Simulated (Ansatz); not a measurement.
**6 guesses for Si₂Ge₃ and where they end**

Computed with Ansatz, DFT PBE, scalar-relativistic, plane waves, PAW. Settings: cutoff 420 eV, Γ-centred meshes spaced at most about 0.3 Å⁻¹, and about 0.25 Å⁻¹ or finer for metals (2π included), Gaussian smearing. No spin polarisation in the final relaxations.

Each guess was relaxed in cell and atoms at zero pressure, within the symmetry of its start. These are static total energies at zero pressure. Coordination counts Ge atoms around Si (those within 1.25 times the shortest such distance or 1.15 times the sum of covalent radii; the shortest distance is added where it is long for a bond; a slash parts the counts of unlike sites). For orderings, «n of Z unlike» gives the unlike atoms among the Z nearest shared sites at the start, averaged over those sites.

| guess | made from | start group | V start (Å³/atom) | end group | V end (Å³/atom) | coordination at the end | gap on mesh (eV) | E over the lowest end (meV/atom) |
| --- | --- | --- | --- | --- | --- | --- | --- | --- |
| 1 | Si/Ge on hcp sites, 3.6 of 12 unlike | P-3m1 | 17.6 | ? | ? | ? | ? | ? |
| 2 | Si/Ge on hcp sites, 2.4 of 12 unlike | P-6m2 | 17.6 | P-6m2 | 17.6 | Si 3 from 2.9 Å | 0 | 127 |
| 3 | Si/Ge on hcp sites, 2.4 of 12 unlike | P-6m2 | 17.6 | P-6m2 | 17.6 | Si 3 from 2.8 Å/6 from 2.8 Å/2+12 from 4.2 Å | 0 | 130 |
| 4 | Si/Ge ordered on a cell of Si | P6/mmm | 17.6 | P6/mmm | 17.7 | Si 1 | 0 | 0 |
| 5 | Si/Ge on fcc sites, 2.4 of 12 unlike | R-3m | 17.6 | R-3m | 17.7 | Si 3 from 2.9 Å | 0 | 136 |
| 6 | Si/Ge ordered on a cell of Bi | P6_3/mmc | 17.6 | P6_3/mmc | 19.3 | Si 6 | 0 | 71 |

Guess 1 as it starts:

```
Si Ge
1.0
     2.90483    0.00000    0.00000
    -1.45241    2.51565    0.00000
     0.00000    0.00000   24.15184
Si Ge
4 6
Direct
  0.66667 0.33333 0.15000
  0.66667 0.33333 0.55000
  0.33333 0.66667 0.85000
  0.33333 0.66667 0.45000
  0.66667 0.33333 0.95000
  0.66667 0.33333 0.35000
  0.66667 0.33333 0.75000
  0.33333 0.66667 0.05000
  0.33333 0.66667 0.25000
  0.33333 0.66667 0.65000
```

Question: Predict the end of this guess and its energy over the lowest end.

Answer: It ends in Si and Ge ordered on hcp sites, space group P-3m1 (No. 164), with a = 2.948 Å, c = 23.337 Å, 17.6 Å³/atom and no gap. It lies 135 meV/atom over the lowest end, within the noise of guess 3 and within the noise of guess 5. Counting Ge atoms around Si, this end has Si 3 from 2.9 Å/6 from 2.8 Å and the lowest (guess 4) has Si 1.

```
Si Ge
1.0
     2.94789    0.00000    0.00000
    -1.47395    2.55295    0.00000
     0.00000    0.00000   23.33721
Si Ge
4 6
Direct
  0.66667 0.33333 0.15098
  0.66667 0.33333 0.54424
  0.33333 0.66667 0.84902
  0.33333 0.66667 0.45576
  0.66667 0.33333 0.94445
  0.66667 0.33333 0.35714
  0.66667 0.33333 0.75335
  0.33333 0.66667 0.05555
  0.33333 0.66667 0.24665
  0.33333 0.66667 0.64286
```

Energies over the elements count from the elements' standard structures at the same level, with no fitted energy shifts.

Question: Is the lowest end bound against the elements?

Answer: No: its formation energy is +0.31 eV/atom. The separate elements lie lower, so it is unstable against them.

The k mesh leaves some 4 meV/atom of noise in the energy of each metallic cell. Weakly bound directions are ill-defined at this level, which has no dispersion term (P-3m1), and this can change margins and order among such cells. Cells relaxed within their symmetry can be saddle points. A lower structure may well exist outside this small set. Some structure types and database cells were kept out of the candidates from the start, so a known form may be missing.
